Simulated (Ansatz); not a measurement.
# Residual resistivity of an alloy: Li(100) with 4 layers of random Li-Ti, 2x2

Aim: the residual resistivity of a random alloy, from Li(100) with 4 layers of random Li-Ti, 2x2 and longer regions.

Main program and level: Ansatz 0.2.0; Ansatz plane-wave DFT, PBE, PAW files; ballistic transport by layer matching (Landauer), zero bias; PAW set soft_1.

Most raw output is cut from this account.

## (1) Set-up

The cell holds 56 atoms: 48 Li and 8 Ti. Its edges and angles: a = 7.020 Å, b = 7.020 Å, c = 24.570 Å, α = 90.0°, β = 90.0°, γ = 90.0°. It derives from Li. Regions: lead, 40 atoms (40 Li); scattering region, 16 atoms (8 Ti and 8 Li). The structure is stacked along c, and the current runs across the ab planes.

## (2) With 4 alloy layers

In 4 layers a share of 0.5 of the sites is given to Ti at random. The layers about the cell's end stay perfect and serve as the lead. Disorder leaves little or no symmetry, which makes such runs dear. Energies from -0.05 to 0.05 eV in steps of 0.05 eV are too few for the program's thermal sum, so it prints no conductance; for a metal the transmission near the Fermi level serves, at a fraction of the cost.

input.yaml reads:

```yaml
crystal:
  lattice:
    - [7.02, 0.0, 0.0]
    - [0.0, 7.02, 0.0]
    - [0.0, 0.0, 24.57]
  atoms:
    - { symbol: Li, position: [0.0, 0.0, 0.0357142857] }
    - { symbol: Li, position: [0.0, 0.5, 0.0357142857] }
    - { symbol: Li, position: [0.5, 0.0, 0.0357142857] }
    - { symbol: Li, position: [0.5, 0.5, 0.0357142857] }
    - { symbol: Li, position: [0.25, 0.25, 0.1071428571] }
    - { symbol: Li, position: [0.25, 0.75, 0.1071428571] }
    - { symbol: Li, position: [0.75, 0.25, 0.1071428571] }
    - { symbol: Li, position: [0.75, 0.75, 0.1071428571] }
[... 44 atom lines left out ...]
    - { symbol: Li, position: [0.25, 0.25, 0.9642857143] }
    - { symbol: Li, position: [0.25, 0.75, 0.9642857143] }
    - { symbol: Li, position: [0.75, 0.25, 0.9642857143] }
    - { symbol: Li, position: [0.75, 0.75, 0.9642857143] }
kpoints:
  mp_grid: { grid: [3, 3, 1] }
hamiltonian:
  xc: pbe
  pseudopotentials: { kind: paw, azcp: { folder: soft_1 } }
scf:
  occupations: { method: fermi_dirac, width: 0.1 }
output:
  transmission: { leads: [[0, 4]], kmesh: [6, 6], e_range: [-0.05, 0.05], de: 0.05 }
  write_potential: true
  write_density: true
  volumetric_format: npy
```

On the command line:

```sh
> ansatz run input.yaml --threads 4 --pin off --max-ram 15360MiB --backend cpu --events-out ev --progress --plain --runs-dir out
```

Wall time 5.4 min (4 threads of Intel Xeon Platinum 8259CL at 2.50GHz (Skylake/Cascade Lake), shared host); peak memory 3.5 GiB; 17 min of CPU time.

Numbers from this step:

```yaml
free_energy: -29812.3760 eV
energy_at_zero_smearing: -29811.5235 eV
fermi_energy: 2.046 eV
cell_area: 49.28 Å²
transmission_per_spin_nearest_the_fermi_level: 1.572
open_channels_per_spin_nearest_the_fermi_level: 4.917
step_of_the_lead_s_potential: 15.7 meV
```

Per spin. Transmission, zone mean against energy, zero at the Fermi level:

| energy (eV) | transmission, zone mean |
| --- | --- |
| -0.0500 | 1.44 |
| 0.0000 | 1.57 |
| 0.0500 | 1.69 |

Per spin. Table of open channels, zone mean, lead by energy, zero at the Fermi level:

| energy (eV) | open channels, zone mean, lead |
| --- | --- |
| -0.0500 | 4.69 |
| 0.0000 | 4.92 |
| 0.0500 | 4.92 |

Transmission over k1 and k2. At 0.0000 eV from the Fermi level.

Ten even steps from '_' (0.82) to '@' (2.10):
```
==++**@@====
@@**##--..==
%%@@--__--@@
@@==..--##**
======@@**++
..==@@%%@@==
```
Columns: k1 (b1) from -0.5 to 0.333; rows upwards: k2 (b2) from -0.5 to 0.333.

Open channels over k1 and k2. At 0.0000 eV from the Fermi level.

Ten even steps from '0' (4.00) to '9' (6.00):
```
005950
059595
995559
059595
005950
000900
```
Columns: k1 (b1) from -0.5 to 0.333; rows upwards: k2 (b2) from -0.5 to 0.333.

Over the solved energies the transmission per spin lies between 1.44 and 1.69, out of 4.84 channels of the lead on average (up to 4.92).

## (3) With 8 alloy layers

In 8 layers a share of 0.5 of the sites is given to Ti at random. A fresh draw is used; the growth of the resistance with length is what counts.

System of this step: Li(100) with 8 layers of random Li-Ti, 2x2. The cell holds 72 atoms: 56 Li and 16 Ti. Cell: a = 7.020 Å, b = 7.020 Å, c = 31.590 Å, α = 90.0°, β = 90.0°, γ = 90.0°. It derives from Li. Regions: lead, 40 atoms (40 Li); scattering region, 32 atoms (16 Li and 16 Ti). The structure is stacked along c, and the current runs across the ab planes.

input.yaml reads:

```yaml
crystal:
  lattice:
    - [7.02, 0.0, 0.0]
    - [0.0, 7.02, 0.0]
    - [0.0, 0.0, 31.59]
  atoms:
    - { symbol: Li, position: [0.0, 0.0, 0.0277777778] }
    - { symbol: Li, position: [0.0, 0.5, 0.0277777778] }
    - { symbol: Li, position: [0.5, 0.0, 0.0277777778] }
    - { symbol: Li, position: [0.5, 0.5, 0.0277777778] }
    - { symbol: Li, position: [0.25, 0.25, 0.0833333333] }
    - { symbol: Li, position: [0.25, 0.75, 0.0833333333] }
    - { symbol: Li, position: [0.75, 0.25, 0.0833333333] }
    - { symbol: Li, position: [0.75, 0.75, 0.0833333333] }
[... 60 atom lines left out ...]
    - { symbol: Li, position: [0.25, 0.25, 0.9722222222] }
    - { symbol: Li, position: [0.25, 0.75, 0.9722222222] }
    - { symbol: Li, position: [0.75, 0.25, 0.9722222222] }
    - { symbol: Li, position: [0.75, 0.75, 0.9722222222] }
kpoints:
  mp_grid: { grid: [3, 3, 1] }
hamiltonian:
  xc: pbe
  pseudopotentials: { kind: paw, azcp: { folder: soft_1 } }
scf:
  occupations: { method: fermi_dirac, width: 0.1 }
output:
  transmission: { leads: [[0, 4]], kmesh: [6, 6], e_range: [-0.05, 0.05], de: 0.05 }
  write_potential: true
  write_density: true
  volumetric_format: npy
```

Elapsed: 12 min, on 4 threads; peak memory 7 GiB.

This step gave:

- free energy: -51440.8040 eV
- energy at zero smearing: -51439.4939 eV
- Fermi energy: 2.772 eV
- transmission per spin nearest the Fermi level: 1.238
- open channels per spin nearest the Fermi level: 4.861
- step of the lead's potential: 14.5 meV

Per spin. The transmission, zone mean by energy, zero at the Fermi level:

| energy (eV) | transmission, zone mean |
| --- | --- |
| -0.0500 | 1.27 |
| 0.0000 | 1.24 |
| 0.0500 | 1.21 |

Over the solved energies the transmission per spin lies between 1.21 and 1.27, out of 4.82 channels of the lead on average (up to 4.92).

## (4) With 12 alloy layers

In 12 layers a share of 0.5 of the sites is given to Ti at random. A fresh draw is used; the growth of the resistance with length is what counts.

System of this step: Li(100) with 12 layers of random Li-Ti, 2x2. The cell holds 88 atoms: 64 Li and 24 Ti. Cell: a = 7.020 Å, b = 7.020 Å, c = 38.610 Å, α = 90.0°, β = 90.0°, γ = 90.0°. It derives from Li. Regions: lead, 40 atoms (40 Li); scattering region, 48 atoms (24 Ti and 24 Li). The structure is stacked along c, and the current runs across the ab planes.

input.yaml reads:

```yaml
crystal:
  lattice:
    - [7.02, 0.0, 0.0]
    - [0.0, 7.02, 0.0]
    - [0.0, 0.0, 38.61]
  atoms:
    - { symbol: Li, position: [0.0, 0.0, 0.0227272727] }
    - { symbol: Li, position: [0.0, 0.5, 0.0227272727] }
    - { symbol: Li, position: [0.5, 0.0, 0.0227272727] }
    - { symbol: Li, position: [0.5, 0.5, 0.0227272727] }
    - { symbol: Li, position: [0.25, 0.25, 0.0681818182] }
    - { symbol: Li, position: [0.25, 0.75, 0.0681818182] }
    - { symbol: Li, position: [0.75, 0.25, 0.0681818182] }
    - { symbol: Li, position: [0.75, 0.75, 0.0681818182] }
[... 76 atom lines left out ...]
    - { symbol: Li, position: [0.25, 0.25, 0.9772727273] }
    - { symbol: Li, position: [0.25, 0.75, 0.9772727273] }
    - { symbol: Li, position: [0.75, 0.25, 0.9772727273] }
    - { symbol: Li, position: [0.75, 0.75, 0.9772727273] }
kpoints:
  mp_grid: { grid: [3, 3, 1] }
hamiltonian:
  xc: pbe
  pseudopotentials: { kind: paw, azcp: { folder: soft_1 } }
scf:
  occupations: { method: fermi_dirac, width: 0.1 }
output:
  transmission: { leads: [[0, 4]], kmesh: [6, 6], e_range: [-0.05, 0.05], de: 0.05 }
  write_potential: true
  write_density: true
  volumetric_format: npy
```

Elapsed: 16 min, on 4 threads; peak memory 9.8 GiB.

Numbers from this step:

```
free energy                                    : -73067.2579 eV
energy at zero smearing                        : -73065.4300 eV
Fermi energy                                   : 3.228 eV
transmission per spin nearest the Fermi level  : 0.9900
open channels per spin nearest the Fermi level : 4.917
step of the lead's potential                   : 13.2 meV
```

Per spin. The transmission, zone mean by energy, zero at the Fermi level:

| energy (eV) | transmission, zone mean |
| --- | --- |
| -0.0500 | 1.08 |
| 0.0000 | 0.990 |
| 0.0500 | 0.978 |

Over the solved energies the transmission per spin lies between 0.978 and 1.08, out of 4.84 channels of the lead on average (up to 4.92).

## (5) The fit

This step: Ansatz plane-wave DFT, PBE, PAW files; ballistic transport by layer matching (Landauer), zero bias; residual resistivity from the slope of the area resistance, atoms on the host's lattice; PAW set soft_1 (Ansatz 0.2.0).

Numbers from this step:

* resistivity: 157.1 µΩ cm
* intercept: 1.632 fΩ m²
* scatter about the fit: 0.01521 fΩ m²

Resistance, by row:

| run | length (Å) | T | channels N | RA (fΩ m²) |
| --- | --- | --- | --- | --- |
| n4 | 7.02 | 1.567 | 4.843 | 2.745 |
| n8 | 14.04 | 1.239 | 4.824 | 3.816 |
| n12 | 21.06 | 1.015 | 4.843 | 4.951 |

The area resistance by length of the alloy:

| length of the alloy (Å) | area resistance (fΩ m²) |
| --- | --- |
| 7.02 | 2.75 |
| 14.04 | 3.82 |
| 21.06 | 4.95 |

The area resistance goes from 2.7 to 5.0 fΩ m² between 7.0 and 21.1 Å, a slope of 157 µΩ cm.

By hand from the end points: (4.951 − 2.745) fΩ m² / (21.06 − 7.02) Å = 157 µΩ cm, since 1 fΩ m² per Å is 1000 µΩ cm.

## (6) Results

| Property | Result |
| --- | --- |
| resistivity from the slope | 157 µΩ cm |
| area resistance over 7.02 Å | 2.75 fΩ m² |
| area resistance over 14.0 Å | 3.82 fΩ m² |
| area resistance over 21.1 Å | 4.95 fΩ m² |

**Reading.** The slope gives 157 µΩ cm. The points scatter by 0.015 fΩ m² about the line, with one random draw a length in a 2x2 cell, so the slope is a rough value. Read with a model of isotropic scattering on a spherical Fermi surface and the lead's 0.76×10¹⁵ S/m², this slope means a mean free path near 6.3 Å (a rough figure, since the alloy's own channel count differs); over these lengths the model's slope is within 3 % of its bulk resistivity. The atoms sit on the host's lattice, so scattering by size misfit is left out. With 50 % of Ti, whose own structure is another, this is a hypothetical phase.

[Logs are printed without paths, hosts, clocks, repeated set-up lines and the standing remarks that a program may print on its own settings, such as how far it seeks lower states.]

[Hosts, paths, dates, database ids (printed as entryN), source tags and the programs' standing remarks are cut or masked in the printed files.]
